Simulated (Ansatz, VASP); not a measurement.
**SrO in VASP and in Ansatz**

```
Sr O
1.0
     0.00000   -2.53219   -2.53219
    -2.53219    0.00000   -2.53219
     2.53219    2.53219   -5.06437
Sr O
2 2
Direct
  0.00245 0.99264 0.00245
  0.50245 0.49264 0.50245
  0.67699 0.86710 0.73657
  0.29615 0.21347 0.23657
```

Change from the starting cell: mode 6 frozen in at -0.136 Å and mode 10 at -0.250 Å (largest displacements).

Alike in both runs: task single point; functional LDA; k mesh 9 × 9 × 8; occupations gaussian, width 0.05 eV; no spin polarisation.

|  | VASP | Ansatz |
| --- | --- | --- |
| version | VASP 6.6.1 | Ansatz 0.2.0 |
| potentials or method | VASP PAW LDA potentials, release 64 (Sr_sv, O) | scalar-relativistic, plane waves, PAW |
| plane-wave cutoff (eV) | 520 | 520 |
| valence electrons in the cell | 32 | 32 |

Ansatz gave:

| Quantity | Value |
| --- | --- |
| gap on the k mesh at the Fermi level (eV) | 3.13 |
| least direct gap on the mesh (eV) | 3.21 |
| pressure (GPa) | 3.5 |
| largest component of the traceless stress (GPa) | 5.14 |
| rms of the force components (eV/Å) | 0.806 |

Task: Which values does VASP return?

Result: gap on the k mesh at the Fermi level (eV): 3.07; least direct gap on the mesh (eV): 3.16; pressure (GPa): 4.5; largest component of the traceless stress (GPa): 5.45; rms of the force components (eV/Å): 0.855.

Atom by atom the forces differ by 0.049 eV/Å (rms over components).

Caveats: an odd mesh through Γ misses points on the zone boundary, where band edges often lie; forces of over 1 eV/Å show positions far from the minimum, so gaps and moduli don't describe the material at rest.
